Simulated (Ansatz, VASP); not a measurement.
This is a calculation of CoO for VASP 6.6.1. Measurements of this composition are mostly on another form, of space group No. 225.

The input INCAR:

```
SYSTEM = CoO
ALGO = Fast ; EDIFF = 1E-6
EDIFFG = -0.01 ; ENCUT = 600
GGA = PE ; IBRION = 2
ISIF = 3 ; ISMEAR = -1
ISPIN = 2 ; IVDW = 12
LASPH = .True. ; LCHARG = .False.
LMAXMIX = 4 ; LORBIT = 11
LREAL = .False. ; LWAVE = .False.
MAGMOM = 2 0 ; NELM = 120
NSW = 60 ; PREC = Accurate
SIGMA = 0.05
```

The input KPOINTS:

```
k-points
0
Gamma
  8 8 7
  0 0 0
```

POSCAR

```
CoO
1.0
    2.8284500000      0.0000000000      0.0000000000
   -1.4142300000      2.4495100000      0.0000000000
    0.0000000000      0.0000000000      2.7217200000
Co O
1 1
Direct
    0.0000000000      0.0000000000      0.5000000000
    0.6666700000      0.3333300000      0.0000000000
```

Potentials or basis: VASP PAW PBE potentials, release 64 (Co, O).

Run with:

```console
$ cat potpaw_PBE.64/Co/POTCAR potpaw_PBE.64/O/POTCAR > POTCAR
$ mpirun -np 1 vasp_std > vasp.out
```

Task: Set up the same calculation for Ansatz 0.2.0. Potentials or basis there: Ansatz PAW, cutoff 420 eV.

Result: As run (cutoffs and basis follow the program's own potentials, and thresholds, step limits or extra output files can differ):

The input input.yaml:

```yaml
crystal:
  lattice:
    - [2.82845, 0.0, 0.0]
    - [-1.41423, 2.44951, 0.0]
    - [0.0, 0.0, 2.72172]
  atoms:
    - { symbol: Co, position: [0.0, 0.0, 0.5], spin: 2.0 }
    - { symbol: O, position: [0.66667, 0.33333, 0.0] }
hamiltonian:
  xc: pbe
  pseudopotentials: { kind: paw }
  dispersion: d3bj
magnetization:
  spin_polarized: true
kpoints:
  mp_grid: { grid: [8, 8, 7] }
scf:
  occupations: { method: fermi_dirac, width: 0.05 }
output:
  forces: true
  stress: true
  eigenvalues: true
  write_density: true
  write_potential: true
  elf: true
  volumetric_format: npy
relax:
  f_tol: 0.01
  max_steps: 40
  cell: { stress_tol: 0.05 }
```

Potentials or basis: Ansatz PAW.

Run with:

```console
$ ansatz run input.yaml --threads 2 --pin off --max-ram 5632MiB --backend cpu --events-out ev --progress --plain --runs-dir out
```

Both were run:

|  | VASP | Ansatz |
| --- | --- | --- |
| Relaxed volume | 9.20 Å³/atom | 9.23 Å³/atom |
| Relaxed cell | a = 2.801 Å, b = 2.801 Å, c = 2.706 Å, α = 90.00°, β = 90.00°, γ = 120.00° | a = 2.803 Å, b = 2.803 Å, c = 2.712 Å, α = 90.00°, β = 90.00°, γ = 120.00° |
| Space group after relaxing | P-6m2 (No. 187) | P-6m2 (No. 187) |
| Pressure after relaxing | 0.1 GPa | 0.0 GPa |
| Net moment | 3.00 μB per cell | 3.00 μB per cell |

Ansatz's pressure holds a Pulay term of +0.76 GPa for its cutoff of 420 eV, which the other run lacks.

The potentials hold 15 and 23 valence electrons a cell.

Where Ansatz's input types no cutoff or centring, it takes its own default and a Γ-centred mesh.

The magnetic state is the one that the start led to; the real crystal's order can differ.

Pressure is positive in compression.
